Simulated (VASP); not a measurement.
# La (P6_3/mmc) in VASP: a series of runs

The runs below take La through single point, with PBEsol.

All numbers are computed with VASP 6.6.1; they aren't measurements. Logs are shortened: lines on timing, memory, paths and dates and some standing lists are left out, and cuts for length are marked.

## 1. The cell of the first run

The structure is hexagonal, space group P6_3/mmc (No. 194). The conventional cell has a = 3.639 Å, b = 3.639 Å, c = 6.004 Å, α = 90.00°, β = 90.00°, γ = 120.00°. La (site symmetry -6m2) is surrounded by 12 La at 3.64 to 3.66 Å.

This isn't the form of La at room conditions, which is double hcp.

## 2. Single point, PBEsol (bulk in the cell of the (0 0 1) plane)

Contents of INCAR:

```
  PREC = Accurate
  ENCUT = 520
  EDIFF = 1E-6
  ISMEAR = 0
  SIGMA = 0.1
  LREAL = False
  LASPH = True
  NELM = 100
  ALGO = Fast
  ISIF = 2
  LWAVE = False
  LCHARG = False
  GGA = PS
  NBANDS = 18
```

Contents of KPOINTS:

```
regular mesh
0
Gamma
  12 12 6
```

Contents of POSCAR:

```
La
1.0
    3.6393323880      0.0000000000      0.0000000000
   -1.8196661940      3.1517543008      0.0000000000
    0.0000000000      0.0000000000      6.0037447349
La
2
Direct
    0.3333333333      0.6666666667      0.2500000000
    0.6666666667      0.3333333333      0.7500000000
```

Potentials or basis: VASP PAW PBE potentials, release 64 (La).

On the command line:

```bash
$ cat potpaw_PBE.64/La/POTCAR > POTCAR
$ mpirun -np 1 vasp_std > vasp.out
```

OUTCAR:

```text
PREC = Accurate
   ENCUT = 520
   EDIFF = 1E-6
   ISMEAR = 0
   LREAL = False
   LASPH = True
   NELM = 100
   ISIF = 2
   GGA = PS

 ion  position               nearest neighbor table
   1  0.333  0.667  0.250-   2 3.66   2 3.66   2 3.66   2 3.66   2 3.66   2 3.66
   2  0.667  0.333  0.750-   1 3.66   1 3.66   1 3.66   1 3.66   1 3.66   1 3.66

  LATTYP: Found a hexagonal cell.
 ALAT       =     3.6393323880
 C/A-ratio  =     1.6496829899

  Lattice vectors:

 A1 = (   3.6393323880,   0.0000000000,   0.0000000000)
 A2 = (  -1.8196661940,   3.1517543008,   0.0000000000)
 A3 = (   0.0000000000,   0.0000000000,   6.0037447349)

Analysis of symmetry for initial positions (statically):
=====================================================================
 Subroutine PRICEL returns:
 Original cell was already a primitive cell.

 Routine SETGRP: Setting up the symmetry group for a
 hexagonal supercell.

 Subroutine GETGRP returns: Found 24 space group operations
 (whereof 12 operations were pure point group operations)
 out of a pool of 24 trial point group operations.

The static configuration has the point symmetry D_3d.
 The point group associated with its full space group is D_6h.

Analysis of symmetry for dynamics (positions and initial velocities):
=====================================================================
 Subroutine PRICEL returns:
 Original cell was already a primitive cell.

 Routine SETGRP: Setting up the symmetry group for a
 hexagonal supercell.

 Subroutine GETGRP returns: Found 24 space group operations
 (whereof 12 operations were pure point group operations)
 out of a pool of 24 trial point group operations.

The dynamic configuration has the point symmetry D_3d.
 The point group associated with its full space group is D_6h.

 Subroutine INISYM returns: Found 24 space group operations
 (whereof 12 operations are pure point group operations),
 and found     1 'primitive' translations

----------------------------------------------------------------------------------------

                                     Primitive cell

  volume of cell :      68.8646

  direct lattice vectors                    reciprocal lattice vectors
     3.639332388  0.000000000  0.000000000     0.274775671  0.158641808  0.000000000
    -1.819666194  3.151754301  0.000000000     0.000000000  0.317283616  0.000000000
     0.000000000  0.000000000  6.003744735     0.000000000  0.000000000  0.166562711

  length of vectors
     3.639332388  3.639332388  6.003744735     0.317283616  0.317283616  0.166562711

  position of ions in fractional coordinates (direct lattice)
     0.333333333  0.666666667  0.250000000
     0.666666667  0.333333333  0.750000000

  ion indices of the primitive-cell ions
   primitive index   ion index
                 1           1
                 2           2

----------------------------------------------------------------------------------------

 KPOINTS: regular mesh

Automatic generation of k-mesh.
 Grid dimensions read from file:
 generate k-points for:   12   12    6

 Generating k-lattice:

  Cartesian coordinates                     Fractional coordinates (reciprocal lattice)
     0.022897973  0.013220151  0.000000000     0.083333333 -0.000000000  0.000000000
     0.000000000  0.026440301  0.000000000     0.000000000  0.083333333  0.000000000
     0.000000000  0.000000000  0.027760452     0.000000000  0.000000000  0.166666667

  Length of vectors
     0.026440301  0.026440301  0.027760452

  Shift w.r.t. Gamma in fractional coordinates (k-lattice)
     0.000000000  0.000000000  0.000000000

 Subroutine IBZKPT returns following result:
 ===========================================

 Found     76 irreducible k-points:

 Following reciprocal coordinates:
            Coordinates               Weight
  0.000000  0.000000  0.000000      1.000000
  0.083333 -0.000000  0.000000      6.000000
  0.166667 -0.000000  0.000000      6.000000
  0.250000  0.000000  0.000000      6.000000
  0.333333 -0.000000  0.000000      6.000000
  0.416667 -0.000000  0.000000      6.000000
[... 16 lines left out ...]
  0.250000  0.000000  0.166667     12.000000
  0.333333 -0.000000  0.166667     12.000000
 [... further k-points ...]
   k-points           NKPTS =     76   k-points in BZ     NKDIM =     76   number of bands    NBANDS=     18
   number of dos      NEDOS =    301   number of ions     NIONS =      2
   total plane-waves  NPLWV =  37632
   dimension x,y,z NGX =    28 NGY =   28 NGZ =   48
   dimension x,y,z NGXF=    56 NGYF=   56 NGZF=   96
   ions per type =               2
   NGX,Y,Z   is equivalent  to a cutoff of  12.79, 12.79, 13.29 a.u.
   NGXF,Y,Z  is equivalent  to a cutoff of  25.58, 25.58, 26.58 a.u.
 SYSTEM =  unknown system
   PREC   = accura    normal or accurate (medium, high low for compatibility)
   ISTART =      0    job   : 0-new  1-cont  2-samecut
   ICHARG =      2    charge: 1-file 2-atom 10-const
   ISPIN  =      1    spin polarized calculation?
   LNONCOLLINEAR =      F non collinear calculations
   LSORBIT =      F    spin-orbit coupling
   LASPH  =      T    aspherical Exc in radial PAW
   ENCUT  =  520.0 eV  38.22 Ry    6.18 a.u.   6.77  6.77 11.16*2*pi/ulx,y,z
   NELM   =    100;   NELMIN=  2; NELMDL= -5     # of ELM steps
   EDIFF  = 0.1E-05   stopping-criterion for ELM
   LREAL  =      F    real-space projection
   EDIFFG = 0.1E-04   stopping-criterion for IOM
   NSW    =      0    number of steps for IOM
   IBRION =     -1    ionic relax: 0-MD 1-quasi-New 2-CG
   NFREE  =      0    steps in history (QN), initial steepest desc. (CG)
   ISIF   =      2    stress and relaxation
   ISYM   =      2    0-nonsym 1-usesym 2-fastsym
   POTIM  = 0.5000    time-step for ionic-motion
   TEBEG  =    0.0;   TEEND  =   0.0 temperature during run
   PSTRESS=    0.0 pullay stress
   NELECT =      22.0000    total number of electrons
   NUPDOWN=      -1.0000    fix difference up-down
   EMIN   =  10.00;   EMAX   =-10.00  energy-range for DOS
   EFERMI =   0.00;   METHOD = LEGACY
   ISMEAR =     0;   SIGMA  =   0.10  broadening in eV -4-tet -1-fermi 0-gaus
   EFERMI_NEDOS =   21; number of points for ismear=-14 and -15
   IALGO  =     68    algorithm
   IMIX   =      4    mixing-type and parameters
     AMIX     =   0.40;   BMIX     =  1.00
     AMIX_MAG =   1.60;   BMIX_MAG =  1.00
  volume/ion in A,a.u.               =      34.43       232.36
  Fermi-wavevector in a.u.,A,eV,Ry     =   1.119138  2.114864 17.040886  1.252470
  Thomas-Fermi vector in A             =   2.255775
   LORBIT       =      0    0 simple, 1 ext, 2 COOP (PROOUT), +10 PAW based schemes
   GGA     = PS    functional components
   LHFCALC =     F    Hartree Fock is set to
   AEXX    =    0.0000 exact exchange contribution
   IVDW    =     0    specifies the selected vdW correction
   LEPSILON=     F    determine dielectric tensor
   LRPA    =     F    only Hartree local field effects (RPA)
 non-spin polarized calculation
 RMM-DIIS sequential band-by-band and
 Gauss-broadening in eV      SIGMA  =   0.10
  energy-cutoff  :      520.00
  volume of cell :       68.86
 maximum number of plane-waves:      1871
 NGX is ok and might be reduce to    28
   NGX = 13   NGY = 13   NGZ = 23

 number of electron      22.0000000 magnetization

 Free energy of the ion-electron system (eV)
  ---------------------------------------------------
  ext. energy  EPLUGINS =         0.00000000
  ---------------------------------------------------
  free energy    TOTEN  =       -10.63015594 eV

  energy without entropy =      -10.61206102  energy(sigma->0) =      -10.62110848

 E-fermi :   8.4492     XC(G=0):  -9.9974

 val. band max:        8.4305968531   @ k =   0.1667  -0.0000   0.5000
 cond. band min:       8.4616314834   @ k =   0.2500   0.0000   0.0000
 fundamental gap:      0.0310346303
 Fermi energy:         8.4492499398

 k-point     1 :       0.0000    0.0000    0.0000
  band No.  band energies     occupation
      1     -24.2805      2.00000
      2     -24.0255      2.00000
      3      -8.7606      2.00000
      4      -7.2451      2.00000
      5      -7.2451      2.00000
      6      -7.0536      2.00000
[... 10 lines left out ...]
     17      10.4334      0.00000
     18      10.4531      0.00000

 k-point     2 :       0.0833   -0.0000    0.0000
  band No.  band energies     occupation
      1     -24.2650      2.00000
      2     -24.0172      2.00000
      3      -8.7245      2.00000
      4      -7.3484      2.00000
      5      -7.2761      2.00000
      6      -7.1408      2.00000
[... 10 lines left out ...]
     17      10.5183      0.00000
     18      10.5418      0.00000

 k-point     3 :       0.1667   -0.0000    0.0000
  band No.  band energies     occupation
      1     -24.2216      2.00000
      2     -23.9951      2.00000
      3      -8.6205      2.00000
      4      -7.6237      2.00000
      5      -7.4136      2.00000
      6      -7.3565      2.00000
[... 10 lines left out ...]
     17      10.2354      0.00000
     18      10.6291      0.00000

 k-point     4 :       0.2500    0.0000    0.0000
  band No.  band energies     occupation
      1     -24.1593      2.00000
      2     -23.9668      2.00000
      3      -8.4617      2.00000
      4      -7.9836      2.00000
      5      -7.7572      2.00000
      6      -7.4591      2.00000
[... 375 lines left out ...]
      4      -7.6002      2.00000
      5      -7.4852      2.00000
      6      -7.3391      2.00000
[... 10 lines left out ...]
     17      10.3926      0.00000
     18      10.4938      0.00000

 k-point    23 :       0.2500    0.0000    0.1667
  band No.  band energies     occupation
      1     -24.1467      2.00000
      2     -23.9800      2.00000
      3      -8.4341      2.00000
      4      -7.9332      2.00000
      5      -7.8064      2.00000
      6      -7.4390      2.00000
[... 10 lines left out ...]
     17      10.3531      0.00000
     18      10.4447      0.00000

 k-point    24 :       0.3333   -0.0000    0.1667
  band No.  band energies     occupation
      1     -24.0818      2.00000
      2     -23.9525      2.00000
      3      -8.4477      2.00000
      4      -8.1817      2.00000
      5      -8.0253      2.00000
      6      -7.5335      2.00000
[... 10 lines left out ...]
     17      10.4269      0.00000
     18      10.4960      0.00000

 [... further k-points ...]
[... 5 lines left out ...]
  --------------------------------------------------------------------------------------
  -------------------------------------------------------------------------------------
  Total        0.1016727      0.1016727     -0.1519385      0.0000000     -0.0000000      0.0000000
  in kB        2.3654773      2.3654773     -3.5349405      0.0000000     -0.0000000      0.0000000
  external PRESSURE =       0.3986713 kB  Pullay stress =       0.0000000 kB

 VOLUME and BASIS-vectors are now :
 -----------------------------------------------------------------------------
  energy-cutoff  :      520.00
  volume of cell :       68.86
      direct lattice vectors                 reciprocal lattice vectors
     3.639332388  0.000000000  0.000000000     0.274775671  0.158641808  0.000000000
    -1.819666194  3.151754301  0.000000000     0.000000000  0.317283616  0.000000000
     0.000000000  0.000000000  6.003744735     0.000000000  0.000000000  0.166562711

 POSITION                                       TOTAL-FORCE (eV/Angst)
 -----------------------------------------------------------------------------------
     -0.00000      2.10117      1.50094         0.000000      0.000000      0.000000
      1.81967      1.05058      4.50281        -0.000000      0.000000      0.000000
 -----------------------------------------------------------------------------------
    total drift:                               -0.000000      0.000000     -0.000000

  FREE ENERGIE OF THE ION-ELECTRON SYSTEM (eV)
  ---------------------------------------------------
  free  energy   TOTEN  =       -10.6301559374 eV

  energy  without entropy=      -10.6120610223  energy(sigma->0) =      -10.62110848
```

Wall time 3.2 min (1 thread of Intel Xeon 6975P-C (Granite Rapids), shared host); peak memory 0.26 GiB.

What came out:

* Free energy: -10.6302 eV
* Pressure: 0.0 GPa
* Band gap on the k mesh: none (metal or under the smearing width)

Caveat: the PAW data sets were made with another functional, which shifts forces and pressure a little.

## 3. Single point, PBEsol ((0 0 1) slab cut from the bulk)

Contents of INCAR:

```
PREC = Accurate
ENCUT = 520
EDIFF = 1E-6
ISMEAR = 0
SIGMA = 0.1
LREAL = F
LASPH = T
NELM = 100
ALGO = Fast
ISIF = 2
LWAVE = F
LCHARG = T
LDIPOL = T
IDIPOL = 3
DIPOL = 0.5 0.5 0.500
GGA = PS
LELF = T
LVHAR = T
LVACPOTAV = T
NBANDS = 36
```

Contents of KPOINTS:

```
Automatic mesh
0
Gamma
  12 12 1
```

Contents of POSCAR:

```
La
1.0
    3.6393323880      0.0000000000      0.0000000000
   -1.8196661940      3.1517543008      0.0000000000
    0.0000000000      0.0000000000     27.0074894698
La
5
Direct
    0.3333333333      0.6666666667      0.2777007470
    0.6666666667      0.3333333333      0.3888503735
    0.3333333333      0.6666666667      0.5000000000
    0.6666666667      0.3333333333      0.6111496265
    0.3333333333      0.6666666667      0.7222992530
```

Potentials or basis: VASP PAW PBE potentials, release 64 (La).

On the command line:

```bash
$ cat potpaw_PBE.64/La/POTCAR > POTCAR
$ mpirun -np 1 vasp_std > vasp.out
```

It took 23 min on 1 thread of Intel Xeon 6975P-C (Granite Rapids), shared host; peak memory 0.52 GiB.

The run converged. Its results:

| Item | Value |
| --- | --- |
| Free energy | -25.3302 eV |
| Largest force | 0.145 eV/Å |
| Band gap on the k mesh | none (metal or under the smearing width) |
| Work function of the upper face | 3.22 eV |
| Work function of the lower face | 3.22 eV |

Forces in eV/Å, atoms in the order of the input:
```
La   0.000  0.000  0.122
La   0.000  0.000 -0.145
La   0.000  0.000  0.000
La   0.000  0.000  0.145
La   0.000  0.000 -0.122
```

Levels at points of the mesh, in eV from the Fermi level:
```
           k point  band 23  band 24  band 25  band 26  band 27  band 28  band 29  band 30  band 31  band 32
(0.00, 0.00, 0.00)    -1.99    -1.73    -1.71     0.23     0.31     0.81     0.98     1.22     1.33     1.45
(0.50, 0.00, 0.00)    -1.65    -1.55    -1.28    -0.97    -0.48    -0.33    -0.14     0.71     1.36     1.43
```

Caveat: the PAW data sets were made with another functional, which shifts forces and pressure a little.
